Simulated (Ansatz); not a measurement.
Molecular dynamics on a 1×1×1 supercell (6 atoms) of SiO2 (I-42d), relaxed with r2SCAN. Forces come from r2SCAN in the plane-wave code Ansatz: constant energy and volume (NVE), velocities drawn at 100 K, steps of 2 fs. Classical nuclei, no spin polarisation; a few dozen steps show the first response, not equilibrium.

```yaml
crystal:
  lattice:
    - [-2.4719631827, 2.4719631827, 3.6578426547]
    - [2.4719631827, -2.4719631827, 3.6578426547]
    - [2.4719631827, 2.4719631827, -3.6578426547]
  atoms:
    - { symbol: Si, position: [0.0, 0.0, 0.0] }
    - { symbol: Si, position: [0.75, 0.25, 0.5] }
    - { symbol: O, position: [0.9733623328, 0.625, 0.8483623328] }
    - { symbol: O, position: [0.375, 0.2233623328, 0.3483623328] }
    - { symbol: O, position: [0.7766376672, 0.125, 0.1516376672] }
    - { symbol: O, position: [0.875, 0.0266376672, 0.6516376672] }
kpoints:
  mp_grid: { grid: [4, 4, 4] }
hamiltonian:
  xc: r2scan
scf:
  occupations: { method: fermi_dirac, width: 0.02 }
md:
  ensemble: nve
  temperature: 100
  timestep: 2.0
  n_steps: 30
  initial_velocities: maxwell_boltzmann
  seed: 4298
```

Command: `ansatz run input.yaml --threads 4 --pin off --max-ram 5529MiB --backend cpu --events-out ev --progress --plain --runs-dir out`.

Question: What wall time did it need on 4 threads of Arm Neoverse V1, on a shared host, load about 0.6 per core, and how much host memory at the peak?

Answer: About 93 s, with a peak of 0.66 GiB.

Question: How do temperature and energy develop?

Answer: The temperature starts at 100 K, is lowest at step 28 (12 K, 56 fs) and ends at 23 K. The atoms start on their lattice sites with kinetic energy alone, so much of it first passes into potential energy. The conserved energy stays within 0.10 meV an atom. By the last step the atoms have moved 0.04 Å in the root mean square, the drift of the whole cell taken out, 0.07 Å at most.
```
step  t (fs)  T (K)  free energy F from step 0 (meV/atom)  kinetic energy (meV/atom)  largest force (eV/Å)
   0       0    100                                   0.0                       10.8                  0.00
   1       2     96                                   0.4                       10.4                  0.29
   2       4     86                                   1.6                        9.2                  0.54
   3       6     71                                   3.2                        7.7                  0.75
   4       8     56                                   4.8                        6.0                  0.88
   5      10     42                                   6.3                        4.5                  0.94
   6      12     32                                   7.4                        3.4                  0.93
   7      14     25                                   8.2                        2.7                  0.84
   8      16     21                                   8.6                        2.2                  0.72
   9      18     18                                   8.9                        2.0                  0.69
  10      20     18                                   8.9                        1.9                  0.68
  11      22     20                                   8.7                        2.1                  0.65
  12      24     24                                   8.3                        2.6                  0.60
  13      26     31                                   7.5                        3.4                  0.63
  14      28     41                                   6.5                        4.4                  0.64
  15      30     51                                   5.3                        5.5                  0.71
  16      32     62                                   4.2                        6.7                  0.74
  17      34     71                                   3.1                        7.7                  0.72
  18      36     79                                   2.3                        8.5                  0.65
  19      38     85                                   1.6                        9.2                  0.51
  20      40     88                                   1.3                        9.5                  0.42
  21      42     87                                   1.5                        9.3                  0.35
  22      44     80                                   2.2                        8.6                  0.34
  23      46     68                                   3.4                        7.3                  0.52
  24      48     53                                   5.1                        5.7                  0.75
  25      50     37                                   6.9                        3.9                  0.93
  26      52     23                                   8.4                        2.5                  1.03
  27      54     14                                   9.3                        1.6                  1.04
  28      56     12                                   9.5                        1.3                  0.97
  29      58     16                                   9.2                        1.7                  0.82
  30      60     23                                   8.4                        2.4                  0.63
```

Positions (Å) and forces (eV/Å) at step 30:
```
Si   0.006  -0.005  -0.013    -0.156   0.225   0.130
Si  -0.009   2.486   1.843     0.251  -0.490  -0.300
O    1.245   2.976   2.730     0.152  -0.283  -0.039
O    0.419   1.248   0.901     0.439   0.032   0.132
O   -1.203   1.946   2.785    -0.159   0.479  -0.123
O   -0.455   3.701   0.898    -0.528   0.038   0.199
```
